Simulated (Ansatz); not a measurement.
## Deforming KBr

```xyz
2
Lattice="0.0000 3.2925 3.2925 3.2925 0.0000 3.2925 3.2925 3.2925 0.0000" Properties=species:S:1:pos:R:3 pbc="T T T"
K     0.0000    0.0000    0.0000
Br    3.2925    3.2925    3.2925
```

Atom numbers follow the list: K1, Br2.

The cell is COD entry 1010046, as deposited and not checked against the literature; nothing was relaxed. It is an old determination, and later ones may differ.

Method: DFT, PBE, all-electron LAPW, scalar-relativistic (Ansatz 0.2.0).

Numerical set-up: a Γ-centred 7×7×7 k mesh, Fermi–Dirac smearing of 0.01 eV, basis error target 0.25 meV/atom, no spin polarisation.

The unchanged cell is at 0.83 GPa.

Semilocal functionals give too small gaps.

x, y and z are the Cartesian axes of the cell as listed; fractional coordinates follow a strain, and an engineering shear is twice the off-diagonal strain component.

Q: One change gave: energy change under 1 meV/atom; stress change (xx, yy, zz, yz, xz, xy) 0.00, 0.00, 0.00, 0.09, 0.09, 0.09 GPa, compression positive; gap on the k mesh 4.45 → 4.41 eV. Which change was it?
A. equal xy, yz and zx engineering shear strains of -2 %
B. equal xy, yz and zx engineering shear strains of -1 %
C. atom 2 (Br) moved by (0.0289, 0.0289, 0.0289) Å

A: A. For equal xy, yz and zx engineering shear strains of -1 %: energy change under 1 meV/atom; stress change (xx, yy, zz, yz, xz, xy) 0.00, 0.00, 0.00, 0.05, 0.05, 0.05 GPa, compression positive; gap on the k mesh 4.45 → 4.43 eV. For atom 2 (Br) moved by (0.0289, 0.0289, 0.0289) Å: energy change under 1 meV/atom; stress change (xx, yy, zz, yz, xz, xy) 0.01, 0.01, 0.01, 0.00, 0.00, 0.00 GPa, compression positive; change of the force on Br2 (-0.036, -0.036, -0.036) eV/Å; gap on the k mesh 4.45 → 4.45 eV.

Q: What force constant does this one finite step give for Br2 along its displacement (all its periodic images move with it)?

A: k = −ΔF·u/|u|² = 1.26 eV/Å², so the force pulls the atom back.
